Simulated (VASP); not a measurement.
# Si under changes of volume

One of the cells (14.258 Å³/atom); the others are scaled copies at fixed shape and fractional positions:

```xyz
1
Lattice="-1.6377 1.6377 1.3291 1.6377 -1.6377 1.3291 1.6377 1.6377 -1.3291" Properties=species:S:1:pos:R:3 pbc="T T T"
Si    0.0000    0.0000    0.0000
```

This isn't the form of Si at room conditions, which is diamond.

* Program: VASP 6.6.1
* Functional: PBE
* Potentials or basis: VASP PAW PBE potentials, release 64 (Si)
* Cutoff: 520 eV
* k mesh: 13 × 13 × 13
* Occupations: fermi-dirac, width 0.05 eV
* Spin: no spin polarisation

```csv
volume (Å³/atom),energy over the lowest point (meV/atom),pressure (GPa)
13.140,41.75,10.9
13.420,25.24,8.1
13.699,13.19,5.7
14.258,0.97,1.5
14.538,0.00,-0.3
14.818,?,?
```

Q: What does the run at 14.818 Å³/atom give?

A: Energy over the lowest point 1.72 meV/atom; pressure -1.8 GPa.

Worked out: A Birch-Murnaghan fit of order 3 (a polynomial in V^(-2/3)) to the other rows has its minimum at 14.48 Å³/atom with B0 = V·E''(V) = 92 GPa and B' = 4.0 at fixed shape and positions, which overstates the stiffness. It gives 2.09 meV/atom at 14.818 Å³/atom, against the run's 1.72, and -dE/dV = -2.0 GPa, against -1.8.

Energies are extrapolated to zero smearing.
